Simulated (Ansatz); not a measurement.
Write the native input for Ansatz 0.2.0 that does the following.

| Property | Result |
| --- | --- |
| Task | single point |
| Functional | PBE |
| Potentials or basis | all-electron LAPW, scalar-relativistic |
| Cutoff | 150 eV (chosen from the basis error) |
| Basis error allowed | 0.004 eV/atom |
| k mesh | 5 × 5 × 5 |
| Occupations | fermi-dirac, width 0.06 eV |
| Spin | no spin polarisation |

Crystal: PbS (Galena).

```
Pb S
1.0
     0.00000    2.96575    2.96575
     2.96575    0.00000    2.96575
     2.96575    2.96575    0.00000
Pb S
1 1
Direct
  0.00000 0.00000 0.00000
  0.50000 0.50000 0.50000
```

These files were run (other wordings do the same):

input.yaml

```yaml
crystal:
  lattice:
    - [0.0, 2.96575, 2.96575]
    - [2.96575, 0.0, 2.96575]
    - [2.96575, 2.96575, 0.0]
  atoms:
    - { symbol: Pb, position: [0.0, 0.0, 0.0] }
    - { symbol: S, position: [0.5, 0.5, 0.5] }
kpoints:
  mp_grid: { grid: [5, 5, 5] }
scf:
  occupations: { method: fermi_dirac, width: 0.06 }
hamiltonian:
  xc: pbe
  pseudopotentials: { kind: all_electron, lapw: { basis_error: 0.004 } }
output:
  forces: true
  stress: true
  eigenvalues: true
```

Potentials or basis: all-electron LAPW, scalar-relativistic.

The run is started by

```sh
$ ansatz run input.yaml --threads 1 --pin off --max-ram 3072MiB --backend cpu --events-out ev --progress --plain --runs-dir out
```

It gave:

| Quantity | Value |
| --- | --- |
| Pressure | 2.0 GPa |

Caveat: this odd mesh misses L, where the gap lies, so gap, dielectric constants and Born charges aren't listed.

Wall time 2.8 s on 1 thread of Intel(R) Xeon(R) Platinum 8259CL CPU @ 2.50GHz (Skylake/Cascade Lake), with other jobs on the host, peak memory 0.28 GiB.
